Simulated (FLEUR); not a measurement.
Here is a FLEUR MaX-R8.1 (later development tree) calculation.

inp.xml

```xml
<?xml version="1.0" encoding="UTF-8" standalone="no"?>
<fleurInput fleurInputVersion="0.39">
   <comment>
      Ta                                                                                                  
   </comment>
   <calculationSetup>
      <cutoffs Kmax="4.1" Gmax="12.7" GmaxXC="12.7" numbands="0"/>
      <scfLoop itmax="60" minDistance="0.00001" maxIterBroyd="15" imix="Anderson" alpha="0.05" precondParam="0.0" spinf="2.0" sdNocoIR="T"/>
      <coreElectrons ctail="T" frcor="F" kcrel="0" coretail_lmax="0"/>
      <xcFunctional name="PBEs" relativisticCorrections="F"/>
      <magnetism jspins="1"/>
      <soc l_soc="F" theta="0.0" phi="0.0" spav="F"/>
      <expertModes spex="0" secvar="F"/>
      <geometryOptimization l_f="T" forcealpha="1.0" forcemix="BFGS" epsdisp="0.0005" epsforce="0.0002"/>
      <ldaU l_linMix="F" mixParam="0.05" spinf="1.0"/>
   </calculationSetup>
   <cell>
      <bzIntegration valenceElectrons="27.0" mode="hist" fermiSmearingEnergy="0.00183747">
         <kPointListSelection listName="default-1"/>
         <!-- k-points included here -->
         <xi:include xmlns:xi="http://www.w3.org/2001/XInclude" href="kpts.xml"> </xi:include>
      </bzIntegration>
      <!-- symmetry operations included here -->
      <xi:include xmlns:xi="http://www.w3.org/2001/XInclude" href="sym.xml"> </xi:include>
      <bulkLattice scale="1.0">
         <bravaisMatrix>
            <row-1>   -3.1204669550294879     3.1204669550294879     3.1204669550294879</row-1>
            <row-2>    3.1204669550294879    -3.1204669550294879     3.1204669550294879</row-2>
            <row-3>    3.1204669550294879     3.1204669550294879    -3.1204669550294879</row-3>
         </bravaisMatrix>
      </bulkLattice>
   </cell>
   <atomSpecies>
      <species name="Tantalum (Ta)" element="Ta" atomicNumber="73">
         <mtSphere radius="2.45" gridPoints="827" logIncrement="0.016"/>
         <atomicCutoffs lmax="10" lnonsphr="10"/>
         <electronConfig flipSpins="F">
            <coreConfig>(1s1/2) (2s1/2) (2p1/2) (2p3/2) (3s1/2) (3p1/2) (3p3/2) (4s1/2) (3d3/2) (3d5/2) (4p1/2) (4p3/2) (4d3/2) (4d5/2)</coreConfig>
            <valenceConfig>(5s1/2) (5p1/2) (5p3/2) (6s1/2) (4f5/2) (4f7/2) (5d3/2) (5d5/2)</valenceConfig>
            <stateOccupation state="(5d3/2)" spinUp="0.600000" spinDown="0.600000"/>
            <stateOccupation state="(5d5/2)" spinUp="0.900000" spinDown="0.900000"/>
         </electronConfig>
         <energyParameters s="6" p="6" d="5" f="4"/>
         <lo type="SCLO" l="0" n="5" eDeriv="0"/>
         <lo type="SCLO" l="1" n="5" eDeriv="0"/>
         <lo type="SCLO" l="2" n="5" eDeriv="2"/>
         <lo type="SCLO" l="3" n="4" eDeriv="2"/>
      </species>
   </atomSpecies>
   <atomGroups>
      <atomGroup species="Tantalum (Ta)">
         <relPos label="                   1">.0000000000 .0000000000 .0000000000</relPos>
         <force calculate="T" relaxXYZ="TTT"/>
      </atomGroup>
   </atomGroups>
   <output dos="F" band="F" slice="F">
      <checks vchk="F" cdinf="F"/>
      <bandDOS minEnergy="-.5*Htr" maxEnergy="0.5*Htr" sigma="0.015" storeEVData="T"/>
      <vacuumDOS vacdos="F" integ="F" star="F" nstars="0" locx1="0.0" locy1="0.0" locx2="0.0" locy2="0.0" nstm="0" tworkf="0.0"/>
      <unfoldingBand unfoldBand="F" supercellX="1" supercellY="1" supercellZ="1"/>
      <plotting iplot="0" polar="F">
         <plot TwoD="T" vec1="  1.0  0.0  0.0" vec2="  0.0  1.0  0.0" vec3="  0.0  0.0  1.0" zero="  0.0  0.0  0.0" file="plot"/>
      </plotting>
      <chargeDensitySlicing numkpt="0" minEigenval="0.0" maxEigenval="0.0" nnne="0" pallst="F"/>
      <specialOutput eonly="F"/>
      <moessbauerParams electricFieldGradient="T" isomerShift="T" coreHyperfine="T" valenceHyperfine="T"/>
      <magneticCircularDichroism mcd="F" energyLo="-10.0" energyUp="0.0"/>
   </output>
  <!-- We include the file relax.xml here to enable relaxations (see documentation) -->
  <xi:include xmlns:xi="http://www.w3.org/2001/XInclude" href="relax.xml"> <xi:fallback/> </xi:include>
</fleurInput>
```

crystal.txt

```
Ta
&input cartesian=F /
-1.6512800000  1.6512800000  1.6512800000
1.6512800000  -1.6512800000  1.6512800000
1.6512800000  1.6512800000  -1.6512800000
1.8897261246
1.0 1.0 1.0

1
73 0.0000000000  0.0000000000  0.0000000000

&kpt div1=11 div2=11 div3=11 gamma=T /
```

Potentials or basis: all-electron, FLAPW.

The run is started by

```console
$ inpgen -f crystal.txt -profile fastHighL
$ # inp.xml edited to the form shown
$ fleur_MPI
```

Q: Predict the band gap on the k mesh.

A: None (metal or under the smearing width).

Core levels (eV from the Fermi level):
```tsv
atom	levels
1 Ta	1s1/2 -67249.1, 2s1/2 -11542.0, 2p1/2 -11030.4, 2p3/2 -9760.8, 3s1/2 -2639.3, 3p1/2 -2412.0, 3p3/2 -2138.7, 4s1/2 -533.1, 3d3/2 -1755.1, 3d5/2 -1695.5, 4p1/2 -439.5, 4p3/2 -376.5, 4d3/2 -222.7, 4d5/2 -211.1
```

Spin-orbit coupling is left out, which matters for the levels of Ta.
